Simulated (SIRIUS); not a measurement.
Crystal: Zn.

```
CELL_PARAMETERS angstrom
2.67000 0.00000 0.00000
-1.33500 2.31229 0.00000
0.00000 0.00000 4.96600
ATOMIC_POSITIONS crystal
Zn 0.66667 0.33333 0.75000
Zn 0.33333 0.66667 0.25000
```

Program: SIRIUS 7.10.0. Alike in all runs: task single point; no spin polarisation; cell as given; cutoff (eV) 1152; smearing fermi-dirac 0.05 eV.

**Question.** Order these runs on this cell by their pressure, lowest first.
A. level PW91; potentials or basis PseudoDojo 0.4.1 PBE standard (scalar relativistic); k mesh 8 × 8 × 4
B. level LDA; potentials or basis PseudoDojo 0.4.1 PBE standard (scalar relativistic); k mesh 8 × 8 × 4
C. level APBE; potentials or basis PseudoDojo 0.4.1 PBE standard (scalar relativistic); k mesh 8 × 8 × 4
D. level BLYP; potentials or basis PseudoDojo 0.4.1 PBE standard (scalar relativistic); k mesh 8 × 8 × 4
E. level PBEsol; potentials or basis PseudoDojo 0.4.1 PBEsol standard (scalar relativistic); k mesh 11 × 11 × 6

**Answer.** B (-10.9 GPa), E (-5.8 GPa), A (-0.9 GPa), C (1.0 GPa), D (4.3 GPa).

Caveats: the potentials were made for another functional, which shifts forces and pressure (some runs).

Runs at the PBE level aren't shown here.
